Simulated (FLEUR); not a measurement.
InP under changes of volume

One of the cells (25.167 Å³/atom); the others are scaled copies at fixed shape and fractional positions:

```
In P
1.0
     0.00000    2.93050    2.93050
     2.93050    0.00000    2.93050
     2.93050    2.93050    0.00000
In P
1 1
Cartesian
  0.0000 0.0000 0.0000
  4.3957 4.3957 4.3957
```

```yaml
Program: FLEUR MaX-R8.1 (later development tree)
Functional: LDA
Potentials_or_basis: all-electron
Basis: FLAPW
Kmax: 5 1/bohr
k_mesh: 8 × 8 × 8
Occupations: fermi-dirac, width 0.05 eV
Spin: no spin polarisation
```

```tsv
volume (Å³/atom)	energy over the lowest point (meV/atom)	gap on the mesh (eV)
23.657	?	?
24.160	1.14	0.70
25.167	0.00	0.48
26.173	15.43	0.27
26.677	28.25	0.16
```

Question: What does the run at 23.657 Å³/atom give?

Answer: Energy over the lowest point 9.21 meV/atom; gap on the mesh 0.81 eV.

Worked out: A Birch-Murnaghan fit of order 2 (a polynomial in V^(-2/3)) to the other rows has its minimum at 24.72 Å³/atom with B0 = V·E''(V) = 70 GPa. It gives 8.98 meV/atom at 23.657 Å³/atom, against the run's 9.21. A straight line through the other rows of the gap, of slope -5.43 eV per unit of ln V (its deformation potential), extrapolates to 0.82 eV, against the run's 0.81.

Energies are extrapolated to zero smearing.

Caveats: spin-orbit coupling is left out, which moves the levels of the heavy elements.
